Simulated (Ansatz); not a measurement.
Reaction (substitution at a C–Si bond): `C[Si](O)([SiH3])Cl` + `N=C(N)O` → `CNC(=N)O` + `O[SiH]([SiH3])Cl`

Isolated molecules relaxed with PBE0-D4/def2-TZVP in Ansatz; ΔE leaves out vibrations. CCSD(T)/CBS adds triple-zeta CCSD(T) − MP2 to the extrapolated MP2 energy (def2 sets, frozen cores). DFT in def2-TZVPP. B3LYP here is the variant with VWN-RPA as its local correlation; programs differ in this. Each species was taken in one conformer, which may not be the lowest.

Task: Is it downhill or uphill in electronic energy at CCSD(T)/CBS, and by how much? (Estimate.)

Result: The calculation gave: Uphill: ΔE = +18.5 kcal/mol.

Task: What do these levels give: PBE-D4, r2SCAN-D4, PBE0-D4, B3LYP-D4, PBE, B3LYP, HF/def2-TZVPP, SCS-MP2/def2-TZVPP, HF/def2-QZVPP, SCS-MP2/def2-QZVPP, HF/CBS(def2), MP2/CBS(def2)? (Best estimate.)

Result: The calculation gave: PBE-D4 18.5, r2SCAN-D4 19.3, PBE0-D4 18.6, B3LYP-D4 18.0, PBE 17.9, B3LYP 17.2, HF/def2-TZVPP 16.3, SCS-MP2/def2-TZVPP 17.7, HF/def2-QZVPP 16.1, SCS-MP2/def2-QZVPP 17.9, HF/CBS(def2) 16.1, MP2/CBS(def2) 19.3 kcal/mol.

Largest T1 diagnostic among the species: 0.013.

The D4 term adds +0.9 kcal/mol with B3LYP and +0.5 kcal/mol with PBE0; it sums over pairs of atoms, weighted by their polarisabilities, and B3LYP, whose exchange is more repulsive, gets the larger term. In def2-TZVPP, CCSD(T) changes the Hartree–Fock value by +1.9 kcal/mol (the triples alone add +0.2 kcal/mol) and MP2 by +2.7 kcal/mol.
